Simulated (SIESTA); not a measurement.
Crystal: HfO2.

```
Hf O
1.0
     5.21946    0.00000    0.00000
     0.00000    5.00476    0.00000
     0.00000    0.00000    5.03269
Hf O
4 8
Direct
  0.96699 0.73252 0.74144
  0.53301 0.73252 0.24144
  0.46699 0.26748 0.74144
  0.03301 0.26748 0.24144
  0.63213 0.92865 0.87927
  0.86787 0.92865 0.37927
  0.23395 0.53988 0.49229
  0.26605 0.53988 0.99229
  0.76605 0.46012 0.99229
  0.73395 0.46012 0.49229
  0.13213 0.07135 0.87927
  0.36787 0.07135 0.37927
```

Measurements of this composition are mostly on another form, of space group No. 14.

Program: SIESTA 5.4.2. Alike in all runs: cell as given; smearing fermi-dirac 0.05 eV; grid cutoff 800 Ry.

Question: Order these runs on this cell by their pressure, lowest first.
A. level PBEJsJrLO; potentials or basis PseudoDojo 0.4 standard (PBE files), DZP (energy shift 0.002 Ry); spin off; k mesh 5 × 6 × 5; energy shift 0.002 Ry
B. level PBE; potentials or basis PseudoDojo 0.4 standard (PBE files), DZP (energy shift 0.003 Ry; two zetas on semicore shells); spin off; k mesh 5 × 6 × 5; energy shift 0.003 Ry
C. level APBE; potentials or basis PseudoDojo 0.4 standard (PBE files), DZP (energy shift 0.002 Ry); spin off; k mesh 5 × 6 × 5; energy shift 0.002 Ry
D. level LDA; potentials or basis PseudoDojo 0.4 standard (PBE files, fully relativistic), DZP (energy shift 0.002 Ry); spin non-collinear, zero start, SOC; k mesh 4 × 4 × 4; energy shift 0.002 Ry
E. level PBE; potentials or basis PseudoDojo 0.4 standard (PBE files), TZDP (energy shift 0.002 Ry); spin off; k mesh 5 × 6 × 5; energy shift 0.002 Ry

Answer: D (-2.8 GPa), A (7.1 GPa), E (10.6 GPa), B (12.4 GPa), C (14.0 GPa).

Caveats: the basis of atomic orbitals isn't converged, which shifts pressures, moduli and gaps; semicore shells carry a single zeta, which can move pressures by several GPa and volumes by a few percent (some runs); the potentials were made for another functional, which shifts forces and pressure (some runs); short orbitals over semicore shells can move pressures by several GPa (some runs).

Not every run made on this cell is shown here.
